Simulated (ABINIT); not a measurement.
BaTiO3 (Barioperovskite):

```xyz
5
Lattice="3.9855 0.0000 0.0000 0.0000 2.8369 2.8451 0.0000 -2.8369 2.8451" Properties=species:S:1:pos:R:3 pbc="T T T"
Ba    0.0000    0.0000    0.0000
Ti    1.9928    0.0000    2.9157
O     1.9928    1.3804    4.2594
O     1.9928   -1.3804    4.2594
O     0.0000    0.0000    2.7735
```

- Program: ABINIT 10.8.3 (patched build)
- Task: relaxation of cell and atoms
- Functional: PBEsol
- Potentials or basis: JTH PAW PBE v2.0
- Cutoff: 626 eV
- k mesh: 5 × 5 × 5
- Occupations: fermi-dirac, width 0.05 eV
- Spin: no spin polarisation

At the start: pressure -2.4 GPa; volume 12.87 Å³/atom.

Where does the relaxation end?

Over 18 steps the energy falls by 6.3 meV/atom and the volume is 12.82 Å³/atom (-0.3 %); space group Amm2 (No. 38, to 0.05 Å).

Step by step:
```
step  energy change (eV)  largest force (eV/Å)  pressure (GPa)  volume (Å³)
   1              0.0000                0.2780           -2.40        64.34
   2             -0.0077                0.2481           -1.09        63.87
   3             -0.0134                0.2035            0.70        63.28
   4             -0.0157                0.1829            1.03        63.20
   5             -0.0250                0.0842            1.62        63.22
   6             -0.0283                0.0521            0.94        63.55
   7             -0.0299                0.0722           -0.02        63.93
   8             -0.0301                0.0717           -0.13        63.99
   9             -0.0307                0.0531           -0.18        64.05
  10             -0.0308                0.0405           -0.07        64.03
  11             -0.0309                0.0297            0.07        64.00
  12             -0.0311                0.0207            0.15        63.98
  13             -0.0312                0.0230            0.15        64.01
  14             -0.0312                0.0209            0.06        64.05
  15             -0.0312                0.0167           -0.01        64.09
  16             -0.0313                0.0115           -0.05        64.11
  17             -0.0313                0.0057           -0.06        64.12
  18             -0.0313                0.0027           -0.03        64.11
```

Final structure:
```yaml
crystal:
  lattice:
    - [3.95977, 0.00000, 0.00000]
    - [0.00000, 2.83997, 2.85059]
    - [0.00000, -2.83997, 2.85059]
  atoms:
    - { symbol: Ba, position: [0.00000, 0.00681, 0.00681] }
    - { symbol: Ti, position: [0.50000, 0.52059, 0.52059] }
    - { symbol: O, position: [0.50000, 0.98398, 0.49399] }
    - { symbol: O, position: [0.50000, 0.49399, 0.98398] }
    - { symbol: O, position: [0.00000, 0.49151, 0.49151] }
```

Caveat: this set's barium file shifts pressures by 1.5 GPa and gaps by 0.1 eV against other sets; the PAW data sets were made with another functional, which shifts forces and pressure a little; the atomic spheres overlap.
